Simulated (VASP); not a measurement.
Here is a VASP 6.6.1 calculation.

INCAR

```
ALGO = Normal ; EDIFF = 1E-6
ENCUT = 520 ; GGA_COMPAT = F
ISIF = 2 ; ISMEAR = 0
KPAR = 2 ; LASPH = T
LCHARG = F ; LMIXTAU = T
LORBIT = 11 ; LREAL = F
LSORBIT = T ; LWAVE = F
MAGMOM = 0 0 0 0 0 0 ; METAGGA = R2SCAN
NBANDS = 30 ; NELM = 80
PREC = Accurate ; SIGMA = 0.02
```

KPOINTS

```
k-points
0
Gamma
  6 6 6
```

File POSCAR:

```
ZnSe
1.0
    0.0000000000      2.8338000000      2.8338000000
    2.8338000000      0.0000000000      2.8338000000
    2.8338000000      2.8338000000      0.0000000000
Se Zn
1 1
Direct
    0.7500000000      0.7500000000      0.7500000000
    0.0000000000      0.0000000000      0.0000000000
```

The input KPOINTS_OPT:

```
path GXWKGLUWLK,UX
10
line-mode
reciprocal
 0.0000000000  0.0000000000  0.0000000000  G
 0.5000000000  0.0000000000  0.5000000000  X

 0.5000000000  0.0000000000  0.5000000000  X
 0.5000000000  0.2500000000  0.7500000000  W

 0.5000000000  0.2500000000  0.7500000000  W
 0.3750000000  0.3750000000  0.7500000000  K

 0.3750000000  0.3750000000  0.7500000000  K
 0.0000000000  0.0000000000  0.0000000000  G

 0.0000000000  0.0000000000  0.0000000000  G
 0.5000000000  0.5000000000  0.5000000000  L

 0.5000000000  0.5000000000  0.5000000000  L
 0.6250000000  0.2500000000  0.6250000000  U

 0.6250000000  0.2500000000  0.6250000000  U
 0.5000000000  0.2500000000  0.7500000000  W

 0.5000000000  0.2500000000  0.7500000000  W
 0.5000000000  0.5000000000  0.5000000000  L

 0.5000000000  0.5000000000  0.5000000000  L
 0.3750000000  0.3750000000  0.7500000000  K

 0.6250000000  0.2500000000  0.6250000000  U
 0.5000000000  0.0000000000  0.5000000000  X
```

Potentials or basis: VASP PAW PBE potentials, release 64 (Se, Zn).

Command:

```sh
$ cat potpaw_PBE.64/Se/POTCAR potpaw_PBE.64/Zn/POTCAR > POTCAR
$ mpirun -np 2 vasp_ncl > vasp.out
```

(1) Estimate the pressure.

Results:

(1) 0.1 GPa.

Caveat: the PAW data sets were made with another functional, which shifts forces and pressure a little.
